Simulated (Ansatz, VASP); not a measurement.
**Two plane-wave programs on Y**

```
Y
1.0
     3.56819    0.00000    0.00000
    -1.78409    3.09014    0.00000
     0.00000    0.00000   11.60235
Y
4
Direct
  0.66667 0.33333 0.75000
  0.00000 0.00000 0.50000
  0.33333 0.66667 0.25000
  0.00000 0.00000 0.00000
```

Alike in both runs: task single point; functional PBE; k mesh 8 × 8 × 3; occupations fermi-dirac, width 0.05 eV; no spin polarisation.

```csv
,VASP,Ansatz
version,VASP 6.6.1,Ansatz 0.2.0
potentials or method,"VASP PAW PBE potentials, release 64 (Y_sv)",Ansatz PAW
plane-wave cutoff (eV),520,420
valence electrons in the cell,44,44
```

Ansatz gave:

| Item | Value |
| --- | --- |
| gap on the k mesh at the Fermi level (eV) | none |
| pressure (GPa) | 0.6 |
| largest component of the traceless stress (GPa) | 0.35 |

Estimate VASP's values.

gap on the k mesh at the Fermi level (eV): none; pressure (GPa): 0.5; largest component of the traceless stress (GPa): 0.34.

A gap of «none» marks a metal or a gap that the smearing closes.
